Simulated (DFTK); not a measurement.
**CsI in DFTK: convergence with cutoff**

The system is CsI.

```
Cs I
1.0
     4.37620    0.00000    0.00000
     0.00000    4.37620    0.00000
     0.00000    0.00000    4.37620
Cs I
1 1
Direct
  0.00000 0.00000 0.00000
  0.50000 0.50000 0.50000
```

The cell isn't the ideal one: cell squeezed.

```yaml
Program: DFTK 0.8.2
Task: convergence study
Functional: PBE
Potentials_or_basis: SG15 1.2 (PBE)
Cutoff: 327 eV
k_mesh: 3 × 3 × 3
Occupations: cold, width 0.15 eV
Spin: no spin polarisation
```

These are the settings of the first run; the series varies cutoff, with any setting tied to it.

Hardware: 1 thread of Intel(R) Xeon(R) Platinum 8488C (Sapphire Rapids), with other jobs on the host.

Task: The values tried are 326.537 eV, 435.382 eV, 517.016 eV, 653.073 eV, 816.342 eV, 952.399 eV, 1142.88 eV, 1387.78 eV, loosest first. From which on does the gap on the mesh stay within 0.01 eV of the tightest run that finished?

Result: From 517.016 eV on.

```csv
cutoff,energy less the tightest run (meV/atom),pressure (GPa),gap on the mesh (eV),SCF cycles
326.537 eV,6799.65,-127.03,4.124,9
435.382 eV,445.08,-9.90,4.012,9
517.016 eV,69.02,1.77,4.005,10
653.073 eV,15.00,3.02,4.001,9
816.342 eV,1.38,3.25,3.999,8
952.399 eV,0.23,3.30,3.999,8
1142.88 eV,0.08,3.30,3.999,10
1387.78 eV,0.00,3.30,3.998,9
```

Against the tightest run, the energy stays within 1 meV/atom from 952.399 eV on; the pressure stays within 0.1 GPa from 816.342 eV on. The tightest run that finished is the yardstick and may itself not be fully converged.

Caveat, for the tightest run too: the k mesh is coarse (spacing up to 0.48 Å⁻¹), so the values aren't converged; with this smearing the Fermi level of a gapped crystal can stick at a band edge; spin-orbit coupling is left out, which moves the levels of the heavy elements.
